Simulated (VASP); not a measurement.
# TiB2: core levels with PBE

TiB2:

```
Ti B
1.0
     3.02920    0.00000    0.00000
    -1.51460    2.62336    0.00000
     0.00000    0.00000    3.22840
Ti B
1 2
Cartesian
  0.0000 0.0000 0.0000
  1.5146 0.8745 1.6142
  0.0000 1.7489 1.6142
```

```
Program                : VASP 6.6.1
Task                   : core levels
Functional             : PBE
Potentials or basis    : VASP PAW PBE potentials, release 64 (Ti_sv, B)
Cutoff                 : 520 eV
k mesh                 : 10 × 10 × 8
Occupations            : gaussian, width 0.02 eV
Spin                   : no spin polarisation
Further INCAR settings : ALGO = Normal; EDIFF = 1e-06
```

```yaml
Pressure: 0.5 GPa
Band_gap_on_the_k_mesh: none (metal or under the smearing width)
```

Levels at points of the mesh, in eV from the Fermi level:
| k point | band 7 | band 8 | band 9 | band 10 | band 11 | band 12 |
| --- | --- | --- | --- | --- | --- | --- |
| (0.00, 0.00, 0.00) | -2.54 | -2.27 | -2.05 | 1.95 | 1.95 | 3.71 |
| (0.50, 0.00, 0.00) | -3.20 | -3.16 | -2.20 | 1.40 | 2.79 | 3.27 |
| (0.00, 0.00, 0.50) | -0.49 | -0.49 | -0.11 | -0.11 | 0.49 | 0.49 |
| (0.50, 0.00, 0.50) | -4.57 | -3.76 | -3.09 | 2.54 | 2.97 | 4.52 |

Core levels (eV, on the scale of the bands):
```
atom                            levels
1 Ti  1s -4852.8, 2s -521.4, 2p -428.7
 2 B                         1s -163.0
 3 B                         1s -163.0
```

It took 20 s on 1 thread of Intel(R) Xeon(R) Platinum 8259CL CPU @ 2.50GHz (Skylake/Cascade Lake), with other jobs on the host, peak memory 0.15 GiB.
